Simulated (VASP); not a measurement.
Input of a VASP 6.6.1 run:

File INCAR:

```
SYSTEM = GaP
PREC     = Accurate       ! precision mode
ENCUT    = 600            ! plane-wave cutoff, eV
EDIFF    = 1E-6           ! SCF threshold, eV
ISMEAR   = -1             ! smearing method
SIGMA    = 0.05           ! smearing width, eV
LREAL    = .FALSE.        ! projectors in reciprocal space
LASPH    = .TRUE.         ! aspherical terms in the spheres
NELM     = 80             ! most SCF steps
ALGO     = Normal         ! electronic algorithm
ISIF     = 3              ! what is computed and relaxed
LWAVE    = .FALSE.        ! write WAVECAR
LCHARG   = .FALSE.        ! write CHGCAR
GGA      = PS             ! functional
IBRION   = 2              ! ionic algorithm
NSW      = 40             ! ionic steps
EDIFFG   = -0.02          ! ionic threshold
PSTRESS  = 180
```

The input KPOINTS:

```
Automatic mesh
0
G
  10 10 10
  0 0 0
```

File POSCAR:

```
GaP
1.0
    0.0000000000      2.7250000000      2.7250000000
    2.7250000000      0.0000000000      2.7250000000
    2.7250000000      2.7250000000      0.0000000000
Ga P
1 1
Direct
    0.0000000000      0.0000000000      0.0000000000
    0.2500000000      0.2500000000      0.2500000000
```

Potentials or basis: VASP PAW PBE potentials, release 64 (Ga_d, P).

The run is started by

```bash
$ cat potpaw_PBE.64/Ga_d/POTCAR potpaw_PBE.64/P/POTCAR > POTCAR
$ mpirun -np 1 vasp_std > vasp.out
```

Question: Estimate the space group after relaxing (to 0.05 Å).

Answer: F-43m (No. 216).

Question: Predict the relaxed cell.

Answer: a = 3.656 Å, b = 3.656 Å, c = 3.656 Å, α = 60.00°, β = 60.00°, γ = 60.00°.

Question: Predict the band gap on the k mesh.

Answer: 1.14 eV, indirect (least direct gap 3.08 eV).

Step by step:
```tsv
step	energy change (eV)	largest force (eV/Å)	pressure (GPa)	volume (Å³)
1	0.0000	0.0000	-0.62	40.47
2	1.7626	0.0000	64.27	28.20
3	0.2478	0.0000	16.78	34.78
4	0.2716	0.0000	17.83	34.56
```

Caveat: the cell is relaxed towards a set pressure, so the enthalpy falls and the energy may rise; the PAW data sets were made with another functional, which shifts forces and pressure a little. A k mesh can miss the band edges.
